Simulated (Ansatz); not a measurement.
## CdSe: stable or not

It was relaxed at this level from a Materials Project cell.

The calculation used Ansatz, DFT PBE, scalar-relativistic, plane waves, PAW. Plane waves to 420 eV, a 10×10×10 mesh through Γ for the 2-atom cell and 0.02 eV Gaussian smearing; no spin polarisation.

```cif
data_structure
_symmetry_space_group_name_H-M 'P 1'
_symmetry_Int_Tables_number 1
_cell_length_a 4.3818
_cell_length_b 4.3818
_cell_length_c 4.3818
_cell_angle_alpha 60.000
_cell_angle_beta 60.000
_cell_angle_gamma 60.000
_cell_volume 59.49
loop_
_atom_site_label
_atom_site_type_symbol
_atom_site_fract_x
_atom_site_fract_y
_atom_site_fract_z
_atom_site_occupancy
Cd1 Cd 0.00000 0.00000 0.00000 1
Se1 Se 0.75000 0.75000 0.75000 1
```

Formation energies are uncorrected and refer to the elements' standard structures at the same level.

Question: These tests were run: energy against the elements; random kick, then relaxation without symmetry; phonons at Γ; elastic tensor. What do they show?

Answer:

```
                                         test                        result
                  energy against the elements                −0.633 eV/atom
random kick, then relaxation without symmetry                       returns
                                 phonons at Γ  lowest optical mode 155 cm⁻¹
                               elastic tensor       least eigenvalue 18 GPa
```

It fails none of these tests. Competing phases weren't compared here. Phonons away from Γ weren't computed.

The reference form of Se is held partly by dispersion forces, which this level lacks. The kick test ran on a coarse mesh. The run for the phonons used a 12×12×12 k mesh. The run for the elastic tensor used a 12×12×12 k mesh.
